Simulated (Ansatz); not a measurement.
Relativistic treatment of MnSi

```xyz
2
Lattice="0.0000 2.4225 2.4225 2.4225 0.0000 2.4225 2.4225 2.4225 0.0000" Properties=species:S:1:pos:R:3 pbc="T T T"
Mn    0.0000    0.0000    0.0000
Si    2.4225    2.4225    2.4225
```

Atom numbers follow the list: Mn1, Si2.

The cell was built from the rocksalt type and relaxed in the same program, and has space group Fm-3m; it needn't be a known or the stable phase.

The magnetic state is the one reached from the start moments; no search over orders was made, so it needn't be the ground state.

One fixed cell is solved with PBE by LAPW (all electrons) in Ansatz 0.2.0 under different relativistic treatments. Pressure is positive in compression.

The runs use a Γ-centred 15×15×15 k mesh, Fermi–Dirac smearing of 0.05 eV, basis error target 1 meV/atom, spin-polarised from start moments Mn1 4 μB.

```
                 setting  P (GPa)  lowest level at Γ above −25 eV, from the valence-band top or, without a gap, the Fermi level (eV)
     scalar-relativistic     0.05                                                                                             -11.61
        non-relativistic        ?                                                                                                  ?
with spin–orbit coupling     0.04                                                                                             -11.61
```

(1) Fill in "P (GPa)" for the row "non-relativistic".

(2) Give the missing entry: row "non-relativistic", column "lowest level at Γ above −25 eV, from the valence-band top or, without a gap, the Fermi level (eV)".

Answers

(1) 0.35.

(2) -11.51.
